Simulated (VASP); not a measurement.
# HfN (Fm-3m) in VASP: further runs

One crystal, HfN, is run at these levels: r2SCAN; tasks: relaxation of cell and atoms.

Program: VASP 6.6.1. These are calculated values, not measurements. Logs are shortened: lines on timing, memory, paths and dates and some standing lists are left out, and cuts for length are marked.

### Step 1. The crystal as given

Symmetry: Fm-3m, No. 225, cubic system. The conventional cell has a = 4.512 Å, b = 4.512 Å, c = 4.512 Å, α = 90.00°, β = 90.00°, γ = 90.00°. Hf (site symmetry m-3m) has 6 N at 2.26 Å as nearest neighbours. N (site symmetry m-3m) has 6 Hf at 2.26 Å as nearest neighbours.

### Step 2. Relaxation of cell and atoms, r2SCAN

Input file INCAR:

```
ALGO = Normal
EDIFF = 1E-7
EDIFFG = -0.002
ENCUT = 520
IBRION = 2
ISIF = 3
ISMEAR = 0
LASPH = T
LCHARG = F
LMIXTAU = T
LREAL = F
LWAVE = F
METAGGA = R2SCAN
NELM = 100
NSW = 80
PREC = Accurate
SIGMA = 0.02
```

Input file KPOINTS:

```
k-points
0
Gamma
  12 12 12
```

Input file POSCAR:

```
HfN
1.0
    0.0000000000      2.2560000000      2.2560000000
    2.2560000000      0.0000000000      2.2560000000
    2.2560000000      2.2560000000      0.0000000000
Hf N
1 1
Direct
    0.0000000000      0.0000000000      0.0000000000
    0.5000000000      0.5000000000      0.5000000000
```

Potentials or basis: VASP PAW PBE potentials, release 64 (Hf_pv, N).

The run is started by

```
$ cat potpaw_PBE.64/Hf_pv/POTCAR potpaw_PBE.64/N/POTCAR > POTCAR
$ mpirun -np 1 vasp_std > vasp.out
```

OUTCAR:

```text
EDIFF = 1E-7
   EDIFFG = -0.002
   ENCUT = 520
   IBRION = 2
   ISIF = 3
   ISMEAR = 0
   LASPH = T
   LREAL = F
   METAGGA = R2SCAN
   NELM = 100
   NSW = 80
   PREC = Accurate

 ion  position               nearest neighbor table
   1  0.000  0.000  0.000-   2 2.26   2 2.26   2 2.26   2 2.26   2 2.26   2 2.26
   2  0.500  0.500  0.500-   1 2.26   1 2.26   1 2.26   1 2.26   1 2.26   1 2.26

  LATTYP: Found a face centered cubic cell.
 ALAT       =     4.5120000000

  Lattice vectors:

 A1 = (   0.0000000000,   2.2560000000,   2.2560000000)
 A2 = (   2.2560000000,   0.0000000000,   2.2560000000)
 A3 = (   2.2560000000,   2.2560000000,   0.0000000000)

Analysis of symmetry for initial positions (statically):
=====================================================================
 Subroutine PRICEL returns:
 Original cell was already a primitive cell.

 Routine SETGRP: Setting up the symmetry group for a
 face centered cubic supercell.

 Subroutine GETGRP returns: Found 48 space group operations
 (whereof 48 operations were pure point group operations)
 out of a pool of 48 trial point group operations.

The static configuration has the point symmetry O_h .

Analysis of symmetry for dynamics (positions and initial velocities):
=====================================================================
 Subroutine PRICEL returns:
 Original cell was already a primitive cell.

 Routine SETGRP: Setting up the symmetry group for a
 face centered cubic supercell.

 Subroutine GETGRP returns: Found 48 space group operations
 (whereof 48 operations were pure point group operations)
 out of a pool of 48 trial point group operations.

The dynamic configuration has the point symmetry O_h .

 Subroutine INISYM returns: Found 48 space group operations
 (whereof 48 operations are pure point group operations),
 and found     1 'primitive' translations

----------------------------------------------------------------------------------------

                                     Primitive cell

  volume of cell :      22.9640

  direct lattice vectors                    reciprocal lattice vectors
     0.000000000  2.256000000  2.256000000    -0.221631206  0.221631206  0.221631206
     2.256000000  0.000000000  2.256000000     0.221631206 -0.221631206  0.221631206
     2.256000000  2.256000000  0.000000000     0.221631206  0.221631206 -0.221631206

  length of vectors
     3.190465797  3.190465797  3.190465797     0.383876509  0.383876509  0.383876509

  position of ions in fractional coordinates (direct lattice)
     0.000000000  0.000000000  0.000000000
     0.500000000  0.500000000  0.500000000

  ion indices of the primitive-cell ions
   primitive index   ion index
                 1           1
                 2           2

----------------------------------------------------------------------------------------

 KPOINTS: k-points

Automatic generation of k-mesh.
 Grid dimensions read from file:
 generate k-points for:   12   12   12

 Generating k-lattice:

  Cartesian coordinates                     Fractional coordinates (reciprocal lattice)
    -0.018469267  0.018469267  0.018469267     0.083333333  0.000000000  0.000000000
     0.018469267 -0.018469267  0.018469267     0.000000000  0.083333333  0.000000000
     0.018469267  0.018469267 -0.018469267     0.000000000  0.000000000  0.083333333

  Length of vectors
     0.031989709  0.031989709  0.031989709

  Shift w.r.t. Gamma in fractional coordinates (k-lattice)
     0.000000000  0.000000000  0.000000000

 Subroutine IBZKPT returns following result:
 ===========================================

 Found     72 irreducible k-points:

 Following reciprocal coordinates:
            Coordinates               Weight
  0.000000  0.000000  0.000000      1.000000
  0.083333  0.000000  0.000000      8.000000
  0.166667  0.000000  0.000000      8.000000
  0.250000  0.000000  0.000000      8.000000
  0.333333  0.000000  0.000000      8.000000
  0.416667  0.000000  0.000000      8.000000
[... 16 lines left out ...]
  0.500000  0.166667  0.000000     24.000000
 -0.416667  0.166667  0.000000     24.000000
 [... further k-points ...]
   k-points           NKPTS =     72   k-points in BZ     NKDIM =     72   number of bands    NBANDS=     11
   number of dos      NEDOS =    301   number of ions     NIONS =      2
   total plane-waves  NPLWV =  13824
   dimension x,y,z NGX =    24 NGY =   24 NGZ =   24
   dimension x,y,z NGXF=    48 NGYF=   48 NGZF=   48
   ions per type =               1   1
   NGX,Y,Z   is equivalent  to a cutoff of  12.51, 12.51, 12.51 a.u.
   NGXF,Y,Z  is equivalent  to a cutoff of  25.01, 25.01, 25.01 a.u.
 SYSTEM =  unknown system
   PREC   = accura    normal or accurate (medium, high low for compatibility)
   ISTART =      0    job   : 0-new  1-cont  2-samecut
   ICHARG =      2    charge: 1-file 2-atom 10-const
   ISPIN  =      1    spin polarized calculation?
   LNONCOLLINEAR =      F non collinear calculations
   LSORBIT =      F    spin-orbit coupling
   LASPH  =      T    aspherical Exc in radial PAW
   ENCUT  =  520.0 eV  38.22 Ry    6.18 a.u.   5.93  5.93  5.93*2*pi/ulx,y,z
   NELM   =    100;   NELMIN=  2; NELMDL= -5     # of ELM steps
   EDIFF  = 0.1E-06   stopping-criterion for ELM
   LREAL  =      F    real-space projection
   EDIFFG = -.2E-02   stopping-criterion for IOM
   NSW    =     80    number of steps for IOM
   IBRION =      2    ionic relax: 0-MD 1-quasi-New 2-CG
   NFREE  =      1    steps in history (QN), initial steepest desc. (CG)
   ISIF   =      3    stress and relaxation
   ISYM   =      2    0-nonsym 1-usesym 2-fastsym
   POTIM  = 0.5000    time-step for ionic-motion
   TEBEG  =    0.0;   TEEND  =   0.0 temperature during run
   PSTRESS=    0.0 pullay stress
   NELECT =      15.0000    total number of electrons
   NUPDOWN=      -1.0000    fix difference up-down
   EMIN   =  10.00;   EMAX   =-10.00  energy-range for DOS
   EFERMI =   0.00;   METHOD = LEGACY
   ISMEAR =     0;   SIGMA  =   0.02  broadening in eV -4-tet -1-fermi 0-gaus
   EFERMI_NEDOS =   21; number of points for ismear=-14 and -15
   IALGO  =     38    algorithm
   IMIX   =      4    mixing-type and parameters
     AMIX     =   0.40;   BMIX     =  1.00
     AMIX_MAG =   1.60;   BMIX_MAG =  1.00
  volume/ion in A,a.u.               =      11.48        77.48
  Fermi-wavevector in a.u.,A,eV,Ry     =   1.420440  2.684242 27.451783  2.017649
  Thomas-Fermi vector in A             =   2.541355
   LORBIT       =      0    0 simple, 1 ext, 2 COOP (PROOUT), +10 PAW based schemes
   METAGGA = R2SCAN    functional components
   LHFCALC =     F    Hartree Fock is set to
   AEXX    =    0.0000 exact exchange contribution
   IVDW    =     0    specifies the selected vdW correction
   LEPSILON=     F    determine dielectric tensor
   LRPA    =     F    only Hartree local field effects (RPA)
 conjugate gradient relaxation of ions
 non-spin polarized calculation
 Gauss-broadening in eV      SIGMA  =   0.02
  energy-cutoff  :      520.00
  volume of cell :       22.96
 maximum number of plane-waves:       636
   NGX = 11   NGY = 11   NGZ = 11

--------------------------------------- Ionic step        1  -------------------------------------------

 number of electron      15.0000001 magnetization

 Free energy of the ion-electron system (eV)
  ---------------------------------------------------
  ext. energy  EPLUGINS =         0.00000000
  ---------------------------------------------------
  free energy    TOTEN  =       -58.24417491 eV

  energy without entropy =      -58.24417462  energy(sigma->0) =      -58.24417476

------------------------ aborting loop because EDIFF is reached ----------------------------------------

  FORCE on cell =-STRESS in cart. coord.  units (eV):
  Direction    XX          YY          ZZ          XY          YZ          ZX
  --------------------------------------------------------------------------------------
  -------------------------------------------------------------------------------------
  Total       -0.0344477     -0.0344477     -0.0344477     -0.0000000      0.0000000      0.0000000
  in kB       -2.4033865     -2.4033865     -2.4033865     -0.0000000      0.0000000      0.0000000
  external PRESSURE =      -2.4033865 kB  Pullay stress =       0.0000000 kB
[... 93 lines left out ...]
  energy  without entropy=      -58.2441818713  energy(sigma->0) =      -58.24418201

--------------------------------------- Ionic step        4  -------------------------------------------

 number of electron      15.0000001 magnetization

 Free energy of the ion-electron system (eV)
  ---------------------------------------------------
  ext. energy  EPLUGINS =         0.00000000
  ---------------------------------------------------
  free energy    TOTEN  =       -58.24418099 eV

  energy without entropy =      -58.24418071  energy(sigma->0) =      -58.24418085

 E-fermi :   8.6020     XC(G=0): -13.5895

 val. band max:        8.5515583385   @ k =  -0.0833   0.0833   0.0000
 cond. band min:       8.6549729014   @ k =  -0.1667   0.2500   0.0833
 fundamental gap:      0.1034145629
 Fermi energy:         8.6020085522

 k-point     1 :       0.0000    0.0000    0.0000
  band No.  band energies     occupation
      1     -23.9365      2.00000
      2     -23.9365      2.00000
      3     -23.9365      2.00000
      4     -10.1619      2.00000
      5       5.1328      2.00000
      6       5.1328      2.00000
      7       5.1328      2.00000
      8       8.2339      2.00000
      9       8.2339      2.00000
     10       8.2339      2.00000
     11      10.5988      0.00000
[... 309 lines left out ...]
 k-point    24 :      -0.4167    0.1667    0.0000
  band No.  band energies     occupation
      1     -24.8169      2.00000
      2     -24.1920      2.00000
      3     -24.0547      2.00000
      4      -7.8039      2.00000
      5      -0.0863      2.00000
      6       2.1554      2.00000
      7       2.2420      2.00000
      8      10.7430      0.00000
      9      11.4898      0.00000
     10      12.1588      0.00000
     11      15.0283      0.00000

 [... further k-points ...]

------------------------ aborting loop because EDIFF is reached ----------------------------------------

  FORCE on cell =-STRESS in cart. coord.  units (eV):
  Direction    XX          YY          ZZ          XY          YZ          ZX
  --------------------------------------------------------------------------------------
  -------------------------------------------------------------------------------------
  Total        0.0000032      0.0000032      0.0000032      0.0000000      0.0000000      0.0000000
  in kB        0.0002228      0.0002228      0.0002228      0.0000000      0.0000000      0.0000000
  external PRESSURE =       0.0002228 kB  Pullay stress =       0.0000000 kB
[... 17 lines left out ...]
  FREE ENERGIE OF THE ION-ELECTRON SYSTEM (eV)
  ---------------------------------------------------
  free  energy   TOTEN  =       -58.2441809909 eV

  energy  without entropy=      -58.2441807147  energy(sigma->0) =      -58.24418085

 reached required accuracy - stopping structural energy minimisation
```

Wall time 2.7 min (1 thread of Intel Xeon Platinum 8259CL at 2.50GHz (Skylake/Cascade Lake), shared host); peak memory 0.17 GiB.

What came out:

| Item | Value |
| --- | --- |
| Free energy | -58.2442 eV |
| Relaxed volume | 11.47 Å³/atom |
| Relaxed cell | a = 3.190 Å, b = 3.190 Å, c = 3.190 Å, α = 60.00°, β = 60.00°, γ = 60.00° |
| Space group after relaxing (to 0.05 Å) | Fm-3m (No. 225) |
| Energy gained by relaxing | 0.0 meV/atom |
| Ionic steps | 4 |
| Pressure after relaxing | 0.0 GPa |
| Band gap on the k mesh | none (metal or under the smearing width) |

Final structure:
```xyz
2
Lattice="0.0000 2.2554 2.2554 2.2554 0.0000 2.2554 2.2554 2.2554 0.0000" Properties=species:S:1:pos:R:3 pbc="T T T"
Hf    2.2554    0.0000    2.2554
N     2.2554    2.2554    2.2554
```

Levels at points of the mesh, in eV from the Fermi level:
| k point | band 5 | band 6 | band 7 | band 8 | band 9 | band 10 | band 11 |
| --- | --- | --- | --- | --- | --- | --- | --- |
| (0.00, 0.00, 0.00) | -3.47 | -3.47 | -3.47 | -0.37 | -0.37 | -0.37 | 2.00 |
| (0.50, 0.00, 0.00) | -9.40 | -6.71 | -6.71 | 3.38 | 3.78 | 3.78 | 4.61 |
| (0.50, 0.50, 0.00) | -5.97 | -4.17 | -4.17 | -3.94 | 4.14 | 5.57 | 5.57 |

Caveat: the PAW data sets were made with another functional, which shifts forces and pressure a little. Spin-orbit coupling is left out, which matters for the levels of Hf.

### Step 3. Relaxation of cell and atoms, r2SCAN

INCAR is that of step 2.

KPOINTS is that of step 2.

Input file POSCAR:

```
HfN                                     
1.0
   -0.0000000000      2.2553802895      2.2553802895
    2.2553802895      0.0000000000      2.2553802895
    2.2553802895      2.2553802895      0.0000000000
  Hf              N             
     1     1
Direct
     0.0000000000000000    1.0000000000000000    0.0000000000000000
     0.5000000000000000    0.5000000000000000    0.5000000000000000
```

Potentials or basis: VASP PAW PBE potentials, release 64 (Hf_pv, N).

The run is started by

```
$ cat potpaw_PBE.64/Hf_pv/POTCAR potpaw_PBE.64/N/POTCAR > POTCAR
$ mpirun -np 1 vasp_std > vasp.out
```

Run time: 69 s. Hardware: 1 thread of Intel Xeon Platinum 8259CL at 2.50GHz (Skylake/Cascade Lake), shared host; peak memory 0.16 GiB.

Results (log left out):

```
Free energy             : -58.2442 eV
Pressure after relaxing : 0.0 GPa
Band gap on the k mesh  : none (metal or under the smearing width)
```

Final structure:
```cif
data_structure
_symmetry_space_group_name_H-M 'P 1'
_symmetry_Int_Tables_number 1
_cell_length_a 3.1896
_cell_length_b 3.1896
_cell_length_c 3.1896
_cell_angle_alpha 60.000
_cell_angle_beta 60.000
_cell_angle_gamma 60.000
_cell_volume 22.95
loop_
_atom_site_label
_atom_site_type_symbol
_atom_site_fract_x
_atom_site_fract_y
_atom_site_fract_z
_atom_site_occupancy
Hf1 Hf 0.00000 0.00000 0.00000 1
N1 N 0.50000 0.50000 0.50000 1
```

Levels at points of the mesh, in eV from the Fermi level:
```
           k point  band 4  band 5  band 6  band 7  band 8  band 9  band 10  band 11
(0.00, 0.00, 0.00)  -18.76   -3.47   -3.47   -3.47   -0.37   -0.37    -0.37     2.00
(0.50, 0.00, 0.00)  -16.05   -9.40   -6.71   -6.71    3.38    3.78     3.78     4.61
(0.50, 0.50, 0.00)  -17.71   -5.97   -4.17   -4.17   -3.94    4.14     5.57     5.57
```

Caveat: the relaxation stopped at its first step, so nothing moved; the PAW data sets were made with another functional, which shifts forces and pressure a little. The run has no spin-orbit coupling, so splittings on Hf are missing.
